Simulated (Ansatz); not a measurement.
Os (P6_3/mmc), one atom moved over a plane

Computed with DFT PBEsol, scalar-relativistic, plane waves, PAW in Ansatz 0.2.0. The runs took a 420 eV cutoff, a Γ-centred 18×18×12 mesh and Gaussian smearing (0.15 eV). Spin–orbit coupling is left out, which can shift energies with elements as heavy as these. No spin polarisation. Energies are free energies at this smearing, counted from the undisturbed cell; pressure is positive in compression.

The undisturbed cell (as given, not relaxed at this level; it stands at -2.8 GPa):

```
Os
1.0
     2.73410    0.00000    0.00000
    -1.36705    2.36780    0.00000
     0.00000    0.00000    4.31970
Os
2
Direct
  0.33333 0.66667 0.25000
  0.66667 0.33333 0.75000
```

Atom 1 (Os) is moved by p along (1.000, 0.000, 0.000) and q along (0.000, 0.000, 1.000) (Å), all else fixed. Points are written (p, q).

p was sampled at -0.200, -0.100, 0.000, 0.100, 0.200 and q at -0.200, -0.100, 0.000, 0.100, 0.200.

**Question.** Where on the computed points is the energy highest, and how high?

**Answer.** At (-0.200, -0.200), (-0.200, 0.200), (0.200, -0.200), (0.200, 0.200): 0.55 eV/cell.

**Question.** Away from (0, 0), which computed point is lowest?

**Answer.** (-0.100, 0.000), (0.100, 0.000): 0.05 eV/cell.

The map, in eV/cell:

```csv
p \ q,-0.200,-0.100,0.000,0.100,0.200
-0.200,0.55,0.28,0.19,0.28,0.55
-0.100,0.41,0.13,0.05,0.13,0.41
0.000,0.36,0.09,0.00,0.09,0.36
0.100,0.41,0.13,0.05,0.13,0.41
0.200,0.55,0.28,0.19,0.28,0.55
```